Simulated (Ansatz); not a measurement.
# SiO2: do energies and stresses tell the same story?

Method: Ansatz 0.2.0, DFT PBE, scalar-relativistic, plane waves, PAW.

Plane waves to 420 eV, a k mesh through Γ of 6×6×6 on the computed 12-atom cell and Gaussian smearing (0.02 eV); no spin polarisation.

Relaxed cell: I4/mmm, a = 9.011 Å, b = 9.011 Å, c = 5.273 Å, α = 90.00°, β = 90.00°, γ = 90.00°, 12 atoms in the primitive cell. This form isn't the usual stable structure of the compound.

Energies at zero smearing and pressures from the stress tensor, at volumes with shape and atoms relaxed:
```tsv
V (Å³/atom)	E − E(first) (meV/atom)	P (GPa)
15.697	0.00	18.92
16.233	-54.02	13.55
16.768	-90.70	8.54
17.303	-111.49	4.01
17.838	-117.96	-0.03
18.373	-111.78	-3.59
18.908	-94.47	-6.72
19.622	-56.38	-10.27
```

Check P = −dE/dV between neighbouring volumes, and get the bulk modulus from the pressures alone.

With 1 eV/Å³ = 160.2 GPa:
| middle V (Å³/atom) | −ΔE/ΔV (GPa) | mean P (GPa) |
| --- | --- | --- |
| 15.965 | 16.174 | 16.235 |
| 16.500 | 10.982 | 11.043 |
| 17.035 | 6.222 | 6.274 |
| 17.570 | 1.939 | 1.987 |
| 18.106 | -1.851 | -1.814 |
| 18.641 | -5.182 | -5.156 |
| 19.265 | -8.553 | -8.495 |

The two differ by 0.06 GPa at most. The mean of two end pressures misses the average over a step by about ΔV² P″/12, up to 0.05 GPa here; with that taken off 0.03 GPa remains, from the finite cutoff, the mesh or the relaxation's tolerance. Around V = 17.838 Å³/atom, the two neighbours give B = −V ΔP/ΔV = 17.838 × 7.60 / 1.070 = 126.7 GPa, against B0 = 125.3 GPa from the Birch–Murnaghan fit of the energies.